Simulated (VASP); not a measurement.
# Al2O3 (Corundum): the relaxed cell at several levels of theory, part 2 of 3

How much does the relaxed cell of Al2O3 (Corundum) depend on the functional? The starting structure is a measured crystal structure from the Crystallography Open Database. The first relaxation on each setting starts from this cell expanded by 3 % in volume.

VASP 6.6.1.

Results so far: PBEsol 8.57 Å³ an atom; LDA 8.35 Å³ an atom.

### 4. Relaxation with PBE

Level of this step: PBE; plane waves and PAW (Al, O) (VASP).

PBE, the usual starting point, adds the gradient of the density.

Contents of INCAR:

```
SYSTEM = Al2O3
PREC = Accurate
ENCUT = 520
EDIFF = 1E-06
NELM = 100
ISMEAR = 0
SIGMA = 0.03
LREAL = .FALSE.
ALGO = Normal
GGA = PE
NBANDS = 34
LORBIT = 11
LWAVE = .FALSE.
LCHARG = .FALSE.
KPAR = 16
IBRION = 2
NSW = 50
ISIF = 3
EDIFFG = -0.006
```

Contents of POSCAR:

```
Al2O3
1.0
    2.4030461401      1.3873993359      4.3750580714
   -2.4030461401      1.3873993359      4.3750580714
    0.0000000000     -2.7747986717      4.3750580714
Al O
4 6
Direct
    0.1500000000      0.1500000000      0.1500000000
    0.3500000000      0.3500000000      0.3500000000
    0.8500000000      0.8500000000      0.8500000000
    0.6500000000      0.6500000000      0.6500000000
    0.9500000000      0.2500000000      0.5500000000
    0.5500000000      0.9500000000      0.2500000000
    0.2500000000      0.5500000000      0.9500000000
    0.0500000000      0.7500000000      0.4500000000
    0.4500000000      0.0500000000      0.7500000000
    0.7500000000      0.4500000000      0.0500000000
```

Contents of KPOINTS:

```
Automatic mesh
0
Gamma
6 6 6
0 0 0
```

PAW data sets: Al and O (PBE family, release 64).

Run with:

```console
> mpirun -np 16 vasp_std
```

Output:

```text
[banner, memory and clock lines left out]
running   16 mpi-ranks, on    1 nodes
[...]
[... a notice as in an earlier step ...]

 LDA part: xc-table for (Slater+PW92), standard interpolation
 POSCAR, INCAR and KPOINTS ok, starting setup
[...]
entering main loop
       N       E                     dE             d eps       ncg     rms          rms(c)
DAV:   1     0.228993299071E+03    0.22899E+03   -0.25346E+04  2176   0.134E+03
DAV:   2    -0.698396821413E+02   -0.29883E+03   -0.28998E+03  2782   0.289E+02
DAV:   3    -0.826485774866E+02   -0.12809E+02   -0.12767E+02  2798   0.620E+01
DAV:   4    -0.827502333290E+02   -0.10166E+00   -0.10160E+00  2704   0.634E+00
[...]
DAV:  12    -0.747139621129E+02   -0.69742E-05   -0.30535E-05  2460   0.334E-02    0.817E-03
DAV:  13    -0.747139610813E+02    0.10315E-05   -0.58394E-06  2766   0.135E-02    0.141E-03
DAV:  14    -0.747139609699E+02    0.11142E-06   -0.23240E-07  1568   0.300E-03
   1 F= -.74713961E+02 E0= -.74713961E+02  d E =-.747140E+02
[... from here on, the cycles between the ionic steps are left out ...]
   2 F= -.74804734E+02 E0= -.74804734E+02  d E =-.907732E-01
   3 F= -.74807920E+02 E0= -.74807920E+02  d E =-.939586E-01
   4 F= -.74809696E+02 E0= -.74809696E+02  d E =-.177635E-02
   5 F= -.74810812E+02 E0= -.74810812E+02  d E =-.289282E-02
   6 F= -.74811089E+02 E0= -.74811089E+02  d E =-.276495E-03
   7 F= -.74811146E+02 E0= -.74811146E+02  d E =-.333416E-03
   8 F= -.74811146E+02 E0= -.74811146E+02  d E =-.333281E-03
   9 F= -.74811150E+02 E0= -.74811150E+02  d E =-.392408E-05
 trial-energy change:   -0.000004  1 .order   -0.000006   -0.000016    0.000003
 step:   0.8319(harm=  0.8319)  dis= 0.00029  next Energy=   -74.811152 (dE=-0.642E-05)
 reached required accuracy - stopping structural energy minimisation
```

It took 76 s on 16 MPI ranks of AMD EPYC 7R43, shared host; peak memory 4.6 GiB; 20 min of CPU time.

Parts of OUTCAR (step 4):

```text
  Total       -0.0142200     -0.0142200     -0.0160268     -0.0000000     -0.0000000      0.0000000
  in kB       -0.2602268     -0.2602268     -0.2932896     -0.0000000     -0.0000000      0.0000000
  external PRESSURE =      -0.2712478 kB  Pullay stress =       0.0000000 kB

 POSITION                                       TOTAL-FORCE (eV/Angst)
 -----------------------------------------------------------------------------------
     -0.00000      0.00000      1.93936         0.000000     -0.000000     -0.000023
     -0.00000      0.00000      4.62049         0.000000      0.000000      0.000023
     -0.00000      0.00000     11.18033         0.000000      0.000000      0.000023
     -0.00000      0.00000      8.49920         0.000000     -0.000000     -0.000023
      1.66798      0.11313      7.65315         0.000309      0.000536     -0.000000
     -0.93197      1.38795      7.65315        -0.000619     -0.000000      0.000000
     -0.73601     -1.50108      7.65315         0.000309     -0.000536      0.000000
     -1.66798     -0.11313      5.46654        -0.000309     -0.000536      0.000000
      0.93197     -1.38795      5.46654         0.000619     -0.000000      0.000000
      0.73601      1.50108      5.46654        -0.000309      0.000536     -0.000000
 -----------------------------------------------------------------------------------
    total drift:                               -0.000000      0.000000      0.000000

  FREE ENERGIE OF THE ION-ELECTRON SYSTEM (eV)
  ---------------------------------------------------
  free  energy   TOTEN  =       -74.8111496304 eV

  energy  without entropy=      -74.8111496304  energy(sigma->0) =      -74.81114963

[... 2 parts as in an earlier step ...]

[... 2 further parts left out ...]
[key lines of the parts left out:]
E-fermi :   5.9354
```

Logs of long relaxations may skip ionic steps without a mark.

With PBE the relaxed cell holds 8.755 Å³ an atom, +3.04 % against the measured cell, with a = 4.808 Å and c = 13.120 Å. That is +2.21 % from PBEsol.

### 5. Relaxation with PBEsol + D3(BJ)

D3 with Becke-Johnson damping keeps a finite attraction at short range. This run starts from the cell of an earlier relaxation, which isn't shown; the restart sets up the plane waves anew.

Edit INCAR of step 4 so:

```diff
@@ -9,3 +9,4 @@
 ALGO = Normal
-GGA = PE
+GGA = PS
+IVDW = 12
 NBANDS = 34
```

Contents of POSCAR:

```
Al2O3
1.0
    2.3755629036      1.3715318819      4.3143489491
   -2.3755629036      1.3715318819      4.3143489491
    0.0000000000     -2.7430637637      4.3143489491
Al O
4 6
Direct
    0.1479421110      0.1479421110      0.1479421110
    0.3520578890      0.3520578890      0.3520578890
    0.8520578890      0.8520578890      0.8520578890
    0.6479421110      0.6479421110      0.6479421110
    0.9440623634      0.2500000000      0.5559376366
    0.5559376366      0.9440623634      0.2500000000
    0.2500000000      0.5559376366      0.9440623634
    0.0559376366      0.7500000000      0.4440623634
    0.4440623634      0.0559376366      0.7500000000
    0.7500000000      0.4440623634      0.0559376366
```

KPOINTS is that of step 4.

Run with:

```console
> mpirun -np 16 vasp_std
```

Output:

```text
[banner, memory and clock lines left out]
running   16 mpi-ranks, on    1 nodes
[...]
[... a notice as in an earlier step ...]

 [... a notice as in an earlier step ...]

 LDA part: xc-table for (Slater+PW92), standard interpolation
 POSCAR, INCAR and KPOINTS ok, starting setup
[...]
entering main loop
       N       E                     dE             d eps       ncg     rms          rms(c)
DAV:   1     0.223894628034E+03    0.22389E+03   -0.25486E+04  2176   0.135E+03
DAV:   2    -0.735679395452E+02   -0.29746E+03   -0.28712E+03  2824   0.289E+02
DAV:   3    -0.858486415225E+02   -0.12281E+02   -0.12242E+02  2804   0.608E+01
DAV:   4    -0.859423595519E+02   -0.93718E-01   -0.93663E-01  2656   0.611E+00
[...]
DAV:  11    -0.786459277143E+02    0.28493E-04   -0.24359E-04  2714   0.882E-02    0.252E-02
DAV:  12    -0.786459288466E+02   -0.11323E-05   -0.11355E-05  2626   0.209E-02    0.578E-03
DAV:  13    -0.786459281497E+02    0.69695E-06   -0.30966E-06  2334   0.978E-03
   1 F= -.80608590E+02 E0= -.80608590E+02  d E =-.806086E+02
[...]
reached required accuracy - stopping structural energy minimisation
```

Run time: 21 s. Hardware: 16 MPI ranks; peak memory 4.5 GiB.

OUTCAR, selected parts (step 5):

```text
 Edisp (eV)   -1.96266

  Total       0.03373     0.03373     0.01807     0.00000     0.00000     0.00000
  in kB       0.64069     0.64069     0.34317     0.00000     0.00000     0.00000
  external pressure =        0.54 kB  Pullay stress =        0.00 kB

 POSITION                                       TOTAL-FORCE (eV/Angst)
 -----------------------------------------------------------------------------------
      0.00000      0.00000      1.91482         0.000000      0.000000      0.000737
      0.00000      0.00000      4.55670         0.000000     -0.000000     -0.000737
      0.00000      0.00000     11.02823         0.000000     -0.000000     -0.000737
      0.00000      0.00000      8.38635         0.000000      0.000000      0.000737
      1.64879      0.11272      7.55011        -0.000844     -0.001462      0.000000
     -0.92201      1.37153      7.55011         0.001688     -0.000000      0.000000
     -0.72677     -1.48425      7.55011        -0.000844      0.001462      0.000000
     -1.64879     -0.11272      5.39294         0.000844      0.001462      0.000000
      0.92201     -1.37153      5.39294        -0.001688     -0.000000      0.000000
      0.72677      1.48425      5.39294         0.000844     -0.001462      0.000000
 -----------------------------------------------------------------------------------
    total drift:                               -0.000000      0.000000     -0.000000

  FREE ENERGIE OF THE ION-ELECTRON SYSTEM (eV)
  ---------------------------------------------------
  free  energy   TOTEN  =       -80.6085897326 eV

  energy  without entropy=      -80.6085897326  energy(sigma->0) =      -80.60858973

[... 2 parts as in an earlier step ...]

[... 2 further parts left out ...]
[key lines of the parts left out:]
E-fermi :   6.2511
```

With PBEsol + D3(BJ) the relaxed cell holds 8.434 Å³ an atom, -0.74 % against the measured cell, with a = 4.751 Å and c = 12.943 Å. That is -1.53 % from PBEsol.

### 6. Relaxation with r2SCAN

r2SCAN adds the kinetic-energy density, costs more than a GGA and is run with LASPH. This run starts from the cell of an earlier relaxation, which isn't shown; the restart sets up the plane waves anew.

Edit INCAR of step 5 so:

```diff
@@ -9,4 +9,4 @@
 ALGO = Normal
-GGA = PS
-IVDW = 12
+METAGGA = R2SCAN
+LASPH = .TRUE.
 NBANDS = 34
```

Contents of POSCAR:

```
Al2O3
1.0
    2.3780371697      1.3729604001      4.3290222230
   -2.3780371697      1.3729604001      4.3290222230
    0.0000000000     -2.7459208001      4.3290222230
Al O
4 6
Direct
    0.1481774355      0.1481774355      0.1481774355
    0.3518225645      0.3518225645      0.3518225645
    0.8518225645      0.8518225645      0.8518225645
    0.6481774355      0.6481774355      0.6481774355
    0.9437285683      0.2500000000      0.5562714317
    0.5562714317      0.9437285683      0.2500000000
    0.2500000000      0.5562714317      0.9437285683
    0.0562714317      0.7500000000      0.4437285683
    0.4437285683      0.0562714317      0.7500000000
    0.7500000000      0.4437285683      0.0562714317
```

KPOINTS is that of step 5.

Run with:

```console
> mpirun -np 16 vasp_std
```

Output:

```text
[banner, memory and clock lines left out]
running   16 mpi-ranks, on    1 nodes
[...]
[... a notice as in an earlier step ...]

 [... a notice as in an earlier step ...]

 LDA part: xc-table for (None), standard interpolation
 POSCAR, INCAR and KPOINTS ok, starting setup
[...]
entering main loop
       N       E                     dE             d eps       ncg     rms          rms(c)
DAV:   1     0.207384231438E+03    0.20738E+03   -0.26392E+04  2176   0.139E+03
DAV:   2    -0.104169856651E+03   -0.31155E+03   -0.29959E+03  2800   0.301E+02
DAV:   3    -0.117652867378E+03   -0.13483E+02   -0.13426E+02  2816   0.639E+01
DAV:   4    -0.117757909885E+03   -0.10504E+00   -0.10499E+00  2688   0.650E+00
[...]
DAV:  12    -0.962696463766E+02    0.14982E-04   -0.19254E-05  2662   0.238E-02    0.918E-03
DAV:  13    -0.962696445468E+02    0.18299E-05   -0.14778E-06  1784   0.791E-03    0.342E-03
DAV:  14    -0.962696454218E+02   -0.87504E-06   -0.11069E-06  1358   0.578E-03
   1 F= -.96269645E+02 E0= -.96269645E+02  d E =-.962696E+02
[...]
reached required accuracy - stopping structural energy minimisation
```

Wall time 57 s (16 MPI ranks); peak memory 4.3 GiB; 15 min of CPU time.

From OUTCAR (step 6):

```text
  Total       -0.0138003     -0.0138003     -0.0283814     -0.0000000     -0.0000000      0.0000000
  in kB       -0.2607234     -0.2607234     -0.5361992     -0.0000000     -0.0000000      0.0000000
  external PRESSURE =      -0.3525486 kB  Pullay stress =       0.0000000 kB

 POSITION                                       TOTAL-FORCE (eV/Angst)
 -----------------------------------------------------------------------------------
      0.00000      0.00000      1.92439        -0.000000     -0.000000     -0.002953
      0.00000      0.00000      4.56914        -0.000000      0.000000      0.002953
      0.00000      0.00000     11.06268        -0.000000      0.000000      0.002953
      0.00000      0.00000      8.41792        -0.000000     -0.000000     -0.002953
      1.64971      0.11146      7.57579        -0.001494     -0.002588      0.000000
     -0.92139      1.37296      7.57579         0.002989     -0.000000      0.000000
     -0.72832     -1.48443      7.57579        -0.001494      0.002588      0.000000
     -1.64971     -0.11146      5.41128         0.001494      0.002588      0.000000
      0.92139     -1.37296      5.41128        -0.002989     -0.000000      0.000000
      0.72832      1.48443      5.41128         0.001494     -0.002588      0.000000
 -----------------------------------------------------------------------------------
    total drift:                               -0.000000     -0.000000      0.000000

  FREE ENERGIE OF THE ION-ELECTRON SYSTEM (eV)
  ---------------------------------------------------
  free  energy   TOTEN  =       -96.2696454218 eV

  energy  without entropy=      -96.2696454218  energy(sigma->0) =      -96.26964542

[... 2 parts as in an earlier step ...]

[... 2 further parts left out ...]
[key lines of the parts left out:]
E-fermi :   5.9769
```

With r2SCAN the relaxed cell holds 8.480 Å³ an atom, -0.19 % against the measured cell, with a = 4.756 Å and c = 12.987 Å. That is -0.99 % from PBEsol.

### 7. Relaxation with r2SCAN + rVV10

rVV10 adds a nonlocal correlation energy for dispersion. This run starts from the cell of an earlier relaxation, which isn't shown; the restart sets up the plane waves anew.

Edit INCAR of step 6 so:

```diff
@@ -10,2 +10,6 @@
 METAGGA = R2SCAN
+LUSE_VDW = .TRUE.
+IVDW_NL = 2
+BPARAM = 11.95
+CPARAM = 0.0093
 LASPH = .TRUE.
```

Contents of POSCAR:

```
Al2O3
1.0
    2.3747078798      1.3710382337      4.3203839580
   -2.3747078798      1.3710382337      4.3203839580
    0.0000000000     -2.7420764673      4.3203839580
Al O
4 6
Direct
    0.1481032628      0.1481032628      0.1481032628
    0.3518967372      0.3518967372      0.3518967372
    0.8518967372      0.8518967372      0.8518967372
    0.6481032628      0.6481032628      0.6481032628
    0.9436844808      0.2500000000      0.5563155192
    0.5563155192      0.9436844808      0.2500000000
    0.2500000000      0.5563155192      0.9436844808
    0.0563155192      0.7500000000      0.4436844808
    0.4436844808      0.0563155192      0.7500000000
    0.7500000000      0.4436844808      0.0563155192
```

KPOINTS is that of step 6.

Run with:

```console
> mpirun -np 16 vasp_std
```

Output:

```text
[banner, memory and clock lines left out]
running   16 mpi-ranks, on    1 nodes
[...]
[... a notice as in an earlier step ...]

|                                                                             |
|               ----> ADVICE to this user running VASP <----                  |
|                                                                             |
|     You have switched on vdW-DFT.                                           |
|     This routine was written and supplied by Jiri Klimes. We recommend      |
|     that you carefully read and cite the following publications:            |
|       J. Klimes, D.R. Bowler, A. Michelides                                 |
|          J. Phys.: Cond Matt. 22 022201 (2010)                              |
|       J. Klimes, D.R. Bowler, A. Michelides                                 |
|          Phys. Rev. B. 83, 195131 (2011)                                    |
|     and references therein.                                                 |
[...]
Total rVV10 correction in eV:      1.2001089    56.7349010
Total rVV10 correction in eV:      1.2001089    56.7349010
Total rVV10 correction in eV:      1.2001089    56.7349010
Total rVV10 correction in eV:      1.2001089    56.7349010
Total rVV10 correction in eV:      1.2001131    56.7349010
Total rVV10 correction in eV:      1.2001131    56.7349010
Total rVV10 correction in eV:      1.2001131    56.7349010
Total rVV10 correction in eV:      1.2001131    56.7349010
Total rVV10 correction in eV:      1.2001131    56.7349010
Total rVV10 correction in eV:      1.2001131    56.7349010
Total rVV10 correction in eV:      1.2001131    56.7349010
Total rVV10 correction in eV:      1.2001131    56.7349010
Total rVV10 correction in eV:      1.2001131    56.7349010
Total rVV10 correction in eV:      1.2001131    56.7349010
Total rVV10 correction in eV:      1.2001131    56.7349010
Total rVV10 correction in eV:      1.2001131    56.7349010
Total rVV10 correction in eV:      1.2001131    56.7349010
Total rVV10 correction in eV:      1.2001131    56.7349010
Total rVV10 correction in eV:      1.2001131    56.7349010
Total rVV10 correction in eV:      1.2001131    56.7349010
   1 F= -.95065783E+02 E0= -.95065783E+02  d E =-.950658E+02
[...]
reached required accuracy - stopping structural energy minimisation
```

Wall time 2.2 min (16 MPI ranks); peak memory 7.9 GiB; 35 min of CPU time.

Parts of OUTCAR (step 7):

```text
  Total        0.0496151      0.0496151      0.0464785      0.0000000      0.0000000      0.0000000
  in kB        0.9418712      0.9418712      0.8823262      0.0000000      0.0000000      0.0000000
  external PRESSURE =       0.9220228 kB  Pullay stress =       0.0000000 kB

 POSITION                                       TOTAL-FORCE (eV/Angst)
 -----------------------------------------------------------------------------------
      0.00000      0.00000      1.91959         0.000000      0.000000      0.001506
      0.00000      0.00000      4.56099         0.000000     -0.000000     -0.001506
      0.00000      0.00000     11.04156         0.000000     -0.000000     -0.001506
      0.00000      0.00000      8.40016         0.000000      0.000000      0.001506
      1.64730      0.11113      7.56067        -0.001146     -0.001985     -0.000000
     -0.91989      1.37104      7.56067         0.002292      0.000000     -0.000000
     -0.72741     -1.48217      7.56067        -0.001146      0.001985     -0.000000
     -1.64730     -0.11113      5.40048         0.001146      0.001985     -0.000000
      0.91989     -1.37104      5.40048        -0.002292      0.000000     -0.000000
      0.72741      1.48217      5.40048         0.001146     -0.001985     -0.000000
 -----------------------------------------------------------------------------------
    total drift:                               -0.000000      0.000000      0.000000

  FREE ENERGIE OF THE ION-ELECTRON SYSTEM (eV)
  ---------------------------------------------------
  free  energy   TOTEN  =       -95.0657828335 eV

  energy  without entropy=      -95.0657828335  energy(sigma->0) =      -95.06578283

[... 2 parts as in an earlier step ...]

[... 2 further parts left out ...]
[key lines of the parts left out:]
E-fermi :   6.0347
```

With r2SCAN + rVV10 the relaxed cell holds 8.440 Å³ an atom, -0.67 % against the measured cell, with a = 4.749 Å and c = 12.961 Å. That is -1.47 % from PBEsol.

(Continued in part 3 of 3.)

[Lines on the potential files, build, host, timing and source positions are cut from VASP's logs without a mark.]

[Logs are printed without paths, hosts, clocks, repeated set-up lines and the standing remarks that a program may print on its own settings, such as how far it seeks lower states.]

[Hosts, paths, dates, database ids (printed as entryN), source tags and the programs' standing remarks are cut or masked in the printed files.]
